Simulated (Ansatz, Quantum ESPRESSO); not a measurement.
## Equation of state of B2 CoAl

How stiff is B2 CoAl under hydrostatic load? Each row scales the relaxed cell evenly and relaxes the atoms. The phase is followed to these pressures whether or not it stays the stable one.

Calculated with Ansatz 0.2.0, PBEsol, PAW files of the set soft_1, cutoff 600 eV, Fermi–Dirac smearing 0.05 eV, k-mesh 15×15×15, no spin polarisation, no spin-orbit coupling.

Reference cell, relaxed at zero pressure with PBEsol (Pm-3m): a = 2.8225 Å, b = 2.8225 Å, c = 2.8225 Å, α = 90.00°, β = 90.00°, γ = 90.00°.

```
atom       x       y       z
  Co  0.5000  0.5000  0.5000
  Al  0.0000  0.0000  0.0000
```

```csv
V (Å³/atom),V/V0,P (GPa),E − E0 (meV/atom)
10.5682,0.9400,13.657,27.2
10.7930,0.9600,8.617,11.7
11.0179,0.9800,4.083,2.8
11.4676,1.0200,−3.671,2.6
11.6925,1.0400,−6.977,10.1
```

V0 = 11.2428 Å³ an atom, where the residual pressure P0 is +0.002 GPa. **Question.** Fit the Birch–Murnaghan law and give the pressure and the energy at V = 11.9173 Å³ an atom, a row left out above.

With the Eulerian strain f = ½[(V0/V)^(2/3) − 1] and F = (P − P0)/[3f(1 + 2f)^(5/2)], the third-order law is the line F = B0 + (3/2) B0 (B′ − 4) f.

| f | F (GPa) |
| --- | --- |
| 0.02106 | 194.97 |
| 0.01380 | 194.44 |
| 0.00678 | 193.96 |
| −0.00656 | 193.02 |
| −0.01290 | 192.46 |

A straight line through the 5 rows: the means are 0.004436 for f and 193.77 for F, Σ(Δx)² = 0.000791 and ΣΔxΔy = 0.05763, so the slope is 0.05763/0.000791 = 72.852 and the intercept 193.77 − (72.852)(0.004436) = 193.45.

Hence B0 = 193.4 GPa and B′ = 4 + (72.9)/(1.5 × 193.4) = 4.25. For the withheld volume f = −0.01905, F = 192.06 GPa and P = −9.96 GPa, an extrapolation past the fitted rows. The run itself gives −9.95 GPa, so the estimate misses by 0.01 GPa, a rounding's worth.

Integrating the same law gives E − E0 = (9/2) B0 V0 f²[1 + (B′ − 4) f] + P0(V0 − V), with 1 GPa Å³ = 6.2415 meV: 22.1 meV an atom. The run itself gives 22.1 meV, so the estimate misses by 0.0 meV, a rounding's worth.

The same fit over all rows at other levels or in other programs gives B0 = 195 GPa with PBEsol (Quantum ESPRESSO, GBRV).

[Logs are printed without paths, hosts, clocks, repeated set-up lines and the standing remarks that a program may print on its own settings, such as how far it seeks lower states.]
